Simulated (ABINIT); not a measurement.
Runs of ABINIT 10.8.3 (patched build) on SnTe. Symmetry: Fm-3m, No. 225, cubic system. Conventional cell: a = 6.302 Å, b = 6.302 Å, c = 6.302 Å, α = 90.00°, β = 90.00°, γ = 90.00°. Te (site symmetry m-3m) has 6 Sn at 3.15 Å as nearest neighbours. Sn (site symmetry m-3m) has 6 Te at 3.15 Å as nearest neighbours. 

```csv
task,level,potentials or basis,cell,k mesh,cutoff (eV),smearing,stop of the response cycle (tolvrs),acoustic sum rule (asr),cell freedom (optcell),optimiser (ionmov),cutoff smearing ecutsm (Ha),pressure (GPa)
single point,PBE,SPMS NC PBE v1.0,cell relaxed,5 × 5 × 5,707,fermi-dirac 0.05 eV,-,-,-,-,-,0.0
phonons,LDA,PseudoDojo NC SR LDA v0.4.1 standard,as given,"4 × 4 × 4, with 4 shifts",952,fixed,1e-09,1,-,-,-,-1.4
relaxation of cell and atoms,PBE,SPMS NC PBE v1.0,relaxed,5 × 5 × 5,707,fermi-dirac 0.05 eV,-,-,2,2,0.5,0.0
single point,LDA,PseudoDojo NC SR LDA v0.4.1 standard,as given,5 × 5 × 5,952,fermi-dirac 0.05 eV,-,-,-,-,-,(a)
elastic constants,PBE,SPMS NC PBE v1.0,cell relaxed at zero pressure by an earlier run,"4 × 4 × 4, with 4 shifts",707,fixed,1e-10,1,-,-,0.5,0.2
```

Alike in all rows: no spin polarisation.

Estimate the missing entries.

(a) -1.7.

Caveats: some modes are imaginary (some runs).
